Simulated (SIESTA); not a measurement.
The system is SiC (Moissanite 6H).

```xyz
12
Lattice="3.0950 0.0000 0.0000 -1.5475 2.6803 0.0000 0.0000 0.0000 15.1700" Properties=species:S:1:pos:R:3 pbc="T T T"
Si    1.5475    0.8934    6.9524
Si    0.0000    1.7869   14.5374
Si    1.5475    0.8934   12.0101
Si    0.0000    1.7869    4.4251
Si    0.0000    0.0000    9.4812
Si    0.0000    0.0000    1.8962
C     1.5475    0.8934    5.0562
C     0.0000    1.7869   12.6412
C     1.5475    0.8934   10.1138
C     0.0000    1.7869    2.5288
C     0.0000    0.0000    7.5850
C     0.0000    0.0000    0.0000
```

Base run:

- Program: SIESTA 5.4.2
- Functional: vdW-DF-cx
- Potentials or basis: PseudoDojo 0.4 standard (PBE files)
- Basis: DZP (energy shift 0.003 Ry)
- Grid cutoff: 500 Ry
- Energy shift: 0.003 Ry
- k mesh: 10 × 10 × 2
- Occupations: fermi-dirac, width 0.05 eV
- Spin: no spin polarisation

Its results: band gap on the k mesh 1.98 eV, indirect (least direct gap 3.08 eV); pressure 1.9 GPa; largest force 0.139 eV/Å.

The run is repeated on the same cell with these changes: functional from vdW-DF-cx to PBE; basis from DZP (energy shift 0.003 Ry) to SZ (energy shift 0.003 Ry). What comes out?

Band gap on the k mesh 4.32 eV, indirect (least direct gap 5.92 eV); pressure 22.8 GPa; largest force 0.129 eV/Å.

Several settings changed at once, so the effect can't be laid on one alone.

Caveats: the basis of atomic orbitals isn't converged, which shifts pressures, moduli and gaps; the potentials were made for another functional, which shifts forces and pressure (some runs); the basis has no polarisation orbitals (some runs); so large a pressure means that the cell lies far from this level's equilibrium, or that cutoff or potentials fall short (some runs).
